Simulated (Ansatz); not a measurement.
In:

```xyz
2
Lattice="3.3355 0.0000 0.0000 -1.6677 2.8886 0.0000 0.0000 0.0000 5.5091" Properties=species:S:1:pos:R:3 pbc="T T T"
In    1.6677    0.9629    4.1319
In    0.0000    1.9257    1.3773
```

This isn't the form of In at room conditions, which is tetragonal.

Base run:

| Item | Value |
| --- | --- |
| Program | Ansatz 0.2.0 |
| Functional | PBEsol |
| Potentials or basis | all-electron LAPW, non-relativistic |
| Cutoff | 167 eV |
| Density cutoff | 669 eV |
| Basis error allowed | 0.001 eV/atom |
| k mesh | 9 × 9 × 5 |
| Occupations | fermi-dirac, width 0.05 eV |
| Spin | no spin polarisation |

Its results: pressure -1.1 GPa.

**Question.** The run is repeated on the same cell with these changes: functional from PBEsol to LDA; potentials or basis from all-electron LAPW, non-relativistic to all-electron LAPW, scalar-relativistic. What comes out?

**Answer.** Pressure -2.9 GPa.

Caveats: relativity is left out, which matters for the heavier elements (some runs).

Not every run made on this cell is shown here.
